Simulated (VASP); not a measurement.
# NaCl (I4/mmm) in VASP: further runs

One crystal, NaCl, is run at these levels: PBEsol; tasks: single point.

Everything below comes from runs of VASP 6.6.1. Logs are shortened: lines on timing, memory, paths and dates and some standing lists are left out, and cuts for length are marked.

### Step 1. Starting point

Symmetry: I4/mmm, No. 139, tetragonal system. Conventional cell: a = 3.860 Å, b = 3.860 Å, c = 5.775 Å, α = 90.00°, β = 90.00°, γ = 90.00°. Na (site symmetry 4/mmm) has 6 Cl at 2.73 to 2.89 Å as nearest neighbours. Around Cl (site symmetry 4/mmm) lie 6 Na at 2.73 to 2.89 Å.

### Step 2. Single point, PBEsol

File INCAR:

```
PREC = Accurate
ENCUT = 520
EDIFF = 1E-7
ISMEAR = 0
SIGMA = 0.1
LREAL = F
LASPH = T
NELM = 100
ALGO = Fast
ISIF = 2
LWAVE = F
LCHARG = F
GGA = PS
NBANDS = 14
ISYM = 0
```

File KPOINTS:

```
Automatic mesh
0
Gamma
  9 9 12
```

File POSCAR:

```
NaCl
1.0
    3.8601906191      0.0000000000      0.0000000000
    0.0000000000      3.8601906191      0.0000000000
    1.9300953096      1.9300953096      2.8875341970
Na Cl
1 1
Direct
    0.0000000000      0.0000000000      0.0000000000
    0.5000000000      0.5000000000      0.0000000000
```

Potentials or basis: VASP PAW PBE potentials, release 64 (Na_pv, Cl).

Started as:

```
$ cat potpaw_PBE.64/Na_pv/POTCAR potpaw_PBE.64/Cl/POTCAR > POTCAR
$ mpirun -np 1 vasp_std > vasp.out
```

OUTCAR:

```text
PREC = Accurate
   ENCUT = 520
   EDIFF = 1E-7
   ISMEAR = 0
   LREAL = F
   LASPH = T
   NELM = 100
   ISIF = 2
   GGA = PS
   ISYM = 0

 ion  position               nearest neighbor table
   1  0.000  0.000  0.000-   2 2.73   2 2.73   2 2.73   2 2.73
   2  0.500  0.500  0.000-   1 2.73   1 2.73   1 2.73   1 2.73

IMPORTANT INFORMATION: All symmetrisations will be switched off!
NOSYMM: (Re-)initialisation of all symmetry stuff for point group C_1.

----------------------------------------------------------------------------------------

                                     Primitive cell

  volume of cell :      43.0274

  direct lattice vectors                    reciprocal lattice vectors
     3.860190619  0.000000000  0.000000000     0.259054565  0.000000000 -0.173158122
     0.000000000  3.860190619  0.000000000     0.000000000  0.259054565 -0.173158122
     1.930095310  1.930095310  2.887534197     0.000000000  0.000000000  0.346316245

  length of vectors
     3.860190619  3.860190619  3.973460651     0.311597501  0.311597501  0.346316245

  position of ions in fractional coordinates (direct lattice)
     0.000000000  0.000000000  0.000000000
     0.500000000  0.500000000  0.000000000

  ion indices of the primitive-cell ions
   primitive index   ion index
                 1           1
                 2           2

----------------------------------------------------------------------------------------

 KPOINTS: Automatic mesh

Automatic generation of k-mesh.
 Grid dimensions read from file:
 generate k-points for:    9    9   12

 Generating k-lattice:

  Cartesian coordinates                     Fractional coordinates (reciprocal lattice)
     0.028783841  0.000000000 -0.019239791     0.111111111  0.000000000  0.000000000
     0.000000000  0.028783841 -0.019239791     0.000000000  0.111111111  0.000000000
     0.000000000  0.000000000  0.028859687     0.000000000  0.000000000  0.083333333

  Length of vectors
     0.034621945  0.034621945  0.028859687

  Shift w.r.t. Gamma in fractional coordinates (k-lattice)
     0.000000000  0.000000000  0.000000000

 -----------------------------------------------------------------------------
|                                                                             |
|           W    W    AA    RRRRR   N    N  II  N    N   GGGG   !!!           |
|           W    W   A  A   R    R  NN   N  II  NN   N  G    G  !!!           |
|           W    W  A    A  R    R  N N  N  II  N N  N  G       !!!           |
|           W WW W  AAAAAA  RRRRR   N  N N  II  N  N N  G  GGG   !            |
|           WW  WW  A    A  R   R   N   NN  II  N   NN  G    G                |
|           W    W  A    A  R    R  N    N  II  N    N   GGGG   !!!           |
|                                                                             |
|     Your reciprocal lattice and k-lattice belong to different lattice       |
|     classes:                                                                |
|                                                                             |
|        The reciprocal lattice is body-centered tetragonal,                  |
|        whereas your k-lattice is base-centered monoclinic.                  |
|                                                                             |
|     Results are often still useful ...                                      |
|                                                                             |
 -----------------------------------------------------------------------------

 WARNING: IBZKPT: internal override: KBLOWUP is changed to .FALSE.
      ... skipping the blow-up phase ...

 Subroutine IBZKPT returns following result:
 ===========================================

 Found    487 irreducible k-points:

 Following reciprocal coordinates:
            Coordinates               Weight
  0.000000  0.000000  0.000000      1.000000
  0.111111  0.000000 -0.000000      2.000000
  0.222222  0.000000  0.000000      2.000000
  0.333333  0.000000 -0.000000      2.000000
  0.444444  0.000000  0.000000      2.000000
  0.000000  0.111111 -0.000000      2.000000
[... 16 lines left out ...]
 -0.111111  0.222222  0.000000      2.000000
  0.000000  0.333333 -0.000000      2.000000
 [... further k-points ...]
   k-points           NKPTS =    487   k-points in BZ     NKDIM =    487   number of bands    NBANDS=     14
   number of dos      NEDOS =    301   number of ions     NIONS =      2
   total plane-waves  NPLWV =  27000
   dimension x,y,z NGX =    30 NGY =   30 NGZ =   30
   dimension x,y,z NGXF=    60 NGYF=   60 NGZF=   60
   ions per type =               1   1
   NGX,Y,Z   is equivalent  to a cutoff of  12.92, 12.92, 12.55 a.u.
   NGXF,Y,Z  is equivalent  to a cutoff of  25.84, 25.84, 25.10 a.u.
 SYSTEM =  unknown system
   PREC   = accura    normal or accurate (medium, high low for compatibility)
   ISTART =      0    job   : 0-new  1-cont  2-samecut
   ICHARG =      2    charge: 1-file 2-atom 10-const
   ISPIN  =      1    spin polarized calculation?
   LNONCOLLINEAR =      F non collinear calculations
   LSORBIT =      F    spin-orbit coupling
   LASPH  =      T    aspherical Exc in radial PAW
   ENCUT  =  520.0 eV  38.22 Ry    6.18 a.u.   7.18  7.18  7.39*2*pi/ulx,y,z
   NELM   =    100;   NELMIN=  2; NELMDL= -5     # of ELM steps
   EDIFF  = 0.1E-06   stopping-criterion for ELM
   LREAL  =      F    real-space projection
   EDIFFG = 0.1E-05   stopping-criterion for IOM
   NSW    =      0    number of steps for IOM
   IBRION =     -1    ionic relax: 0-MD 1-quasi-New 2-CG
   NFREE  =      0    steps in history (QN), initial steepest desc. (CG)
   ISIF   =      2    stress and relaxation
   ISYM   =      0    0-nonsym 1-usesym 2-fastsym
   POTIM  = 0.5000    time-step for ionic-motion
   TEBEG  =    0.0;   TEEND  =   0.0 temperature during run
   PSTRESS=    0.0 pullay stress
   NELECT =      14.0000    total number of electrons
   NUPDOWN=      -1.0000    fix difference up-down
   EMIN   =  10.00;   EMAX   =-10.00  energy-range for DOS
   EFERMI =   0.00;   METHOD = LEGACY
   ISMEAR =     0;   SIGMA  =   0.10  broadening in eV -4-tet -1-fermi 0-gaus
   EFERMI_NEDOS =   21; number of points for ismear=-14 and -15
   IALGO  =     68    algorithm
   IMIX   =      4    mixing-type and parameters
     AMIX     =   0.40;   BMIX     =  1.00
     AMIX_MAG =   1.60;   BMIX_MAG =  1.00
  volume/ion in A,a.u.               =      21.51       145.18
  Fermi-wavevector in a.u.,A,eV,Ry     =   1.125994  2.127820 17.250307  1.267862
  Thomas-Fermi vector in A             =   2.262673
   LORBIT       =      0    0 simple, 1 ext, 2 COOP (PROOUT), +10 PAW based schemes
   GGA     = PS    functional components
   LHFCALC =     F    Hartree Fock is set to
   AEXX    =    0.0000 exact exchange contribution
   IVDW    =     0    specifies the selected vdW correction
   LEPSILON=     F    determine dielectric tensor
   LRPA    =     F    only Hartree local field effects (RPA)
 non-spin polarized calculation
 RMM-DIIS sequential band-by-band and
 Gauss-broadening in eV      SIGMA  =   0.10
  energy-cutoff  :      520.00
  volume of cell :       43.03
 maximum number of plane-waves:      1170
 NGX is ok and might be reduce to    30
   NGX = 15   NGY = 15   NGZ = 15

 number of electron      14.0000013 magnetization

 Free energy of the ion-electron system (eV)
  ---------------------------------------------------
  ext. energy  EPLUGINS =         0.00000000
  ---------------------------------------------------
  free energy    TOTEN  =        -6.98302350 eV

  energy without entropy =       -6.98302350  energy(sigma->0) =       -6.98302350

 E-fermi :  -0.0040     XC(G=0):  -8.5133

 val. band max:       -0.5224421119   @ k =   0.0000   0.0000   0.0000
 cond. band min:       4.5479868321   @ k =   0.0000   0.0000   0.0000
 fundamental gap:      5.0704289440
 Fermi energy:        -0.0039620120

 k-point     1 :       0.0000    0.0000    0.0000
  band No.  band energies     occupation
      1     -21.1144      2.00000
      2     -21.1084      2.00000
      3     -21.1084      2.00000
      4     -13.2875      2.00000
      5      -0.5523      2.00000
      6      -0.5523      2.00000
      7      -0.5224      2.00000
      8       4.5480      0.00000
      9      10.2164      0.00000
     10      10.6604      0.00000
     11      10.6604      0.00000
     12      12.4092      0.00000
     13      13.1286      0.00000
     14      14.2383      0.00000

 k-point     2 :       0.1111    0.0000   -0.0000
  band No.  band energies     occupation
      1     -21.1165      2.00000
      2     -21.1114      2.00000
      3     -21.1085      2.00000
      4     -13.2438      2.00000
      5      -0.8739      2.00000
      6      -0.5823      2.00000
      7      -0.5741      2.00000
      8       4.9698      0.00000
      9      10.0014      0.00000
     10      10.5457      0.00000
     11      10.8375      0.00000
     12      12.2369      0.00000
     13      12.8675      0.00000
     14      15.0813      0.00000

 k-point     3 :       0.2222    0.0000    0.0000
  band No.  band energies     occupation
      1     -21.1263      2.00000
      2     -21.1142      2.00000
      3     -21.1088      2.00000
      4     -13.1303      2.00000
      5      -1.5672      2.00000
      6      -0.6808      2.00000
      7      -0.6563      2.00000
      8       5.8427      0.00000
      9       9.4640      0.00000
     10      10.6187      0.00000
     11      11.0982      0.00000
     12      12.4153      0.00000
     13      12.7416      0.00000
     14      15.4010      0.00000
[... 324 lines left out ...]
 k-point    23 :      -0.1111    0.2222    0.0000
  band No.  band energies     occupation
      1     -21.1228      2.00000
      2     -21.1156      2.00000
      3     -21.1105      2.00000
      4     -13.1359      2.00000
      5      -1.4283      2.00000
      6      -0.7460      2.00000
      7      -0.6983      2.00000
      8       5.8592      0.00000
      9       9.2335      0.00000
     10      10.8656      0.00000
     11      11.0980      0.00000
     12      11.8164      0.00000
     13      13.0144      0.00000
     14      16.2394      0.00000

 k-point    24 :       0.0000    0.3333   -0.0000
  band No.  band energies     occupation
      1     -21.1389      2.00000
      2     -21.1158      2.00000
      3     -21.1092      2.00000
      4     -12.9959      2.00000
      5      -2.2185      2.00000
      6      -0.7960      2.00000
      7      -0.7375      2.00000
      8       6.4541      0.00000
      9       9.5813      0.00000
     10      10.3919      0.00000
     11      10.9501      0.00000
     12      13.5366      0.00000
     13      13.6022      0.00000
     14      14.9058      0.00000

 [... further k-points ...]

------------------------ aborting loop because EDIFF is reached ----------------------------------------

  FORCE on cell =-STRESS in cart. coord.  units (eV):
  Direction    XX          YY          ZZ          XY          YZ          ZX
  --------------------------------------------------------------------------------------
  -------------------------------------------------------------------------------------
  Total        0.4576786      0.4576730     -0.2304651      0.0000072      0.0000229      0.0000164
  in kB       17.0422353     17.0420253     -8.5816567      0.0002698      0.0008515      0.0006104
  external PRESSURE =       8.5008680 kB  Pullay stress =       0.0000000 kB

 VOLUME and BASIS-vectors are now :
 -----------------------------------------------------------------------------
  energy-cutoff  :      520.00
  volume of cell :       43.03
      direct lattice vectors                 reciprocal lattice vectors
     3.860190619  0.000000000  0.000000000     0.259054565  0.000000000 -0.173158122
     0.000000000  3.860190619  0.000000000     0.000000000  0.259054565 -0.173158122
     1.930095310  1.930095310  2.887534197     0.000000000  0.000000000  0.346316245

 POSITION                                       TOTAL-FORCE (eV/Angst)
 -----------------------------------------------------------------------------------
      0.00000      0.00000      0.00000        -0.000000     -0.000001      0.000000
      1.93010      1.93010      0.00000         0.000000      0.000001     -0.000000
 -----------------------------------------------------------------------------------
    total drift:                                0.000000      0.000003     -0.000001

  FREE ENERGIE OF THE ION-ELECTRON SYSTEM (eV)
  ---------------------------------------------------
  free  energy   TOTEN  =        -6.9830235018 eV

  energy  without entropy=       -6.9830235018  energy(sigma->0) =       -6.98302350
```

Run time: 5.1 min. Hardware: 1 thread of Intel Xeon Platinum 8488C (Sapphire Rapids), shared host; peak memory 0.35 GiB.

Results:

```
Free energy            : -6.9830 eV
Pressure               : 0.9 GPa
Band gap on the k mesh : 5.07 eV, direct
```

Stress tensor (GPa, compression positive):
```
 1.70  0.00  0.00
 0.00  1.70  0.00
 0.00  0.00 -0.86
```

Caveat: the PAW data sets were made with another functional, which shifts forces and pressure a little; an odd mesh through Γ misses points on the zone boundary, where band edges often lie. As with any semilocal functional, this PBEsol gap is likely too small.

(Part 1 of 2 ends here.)
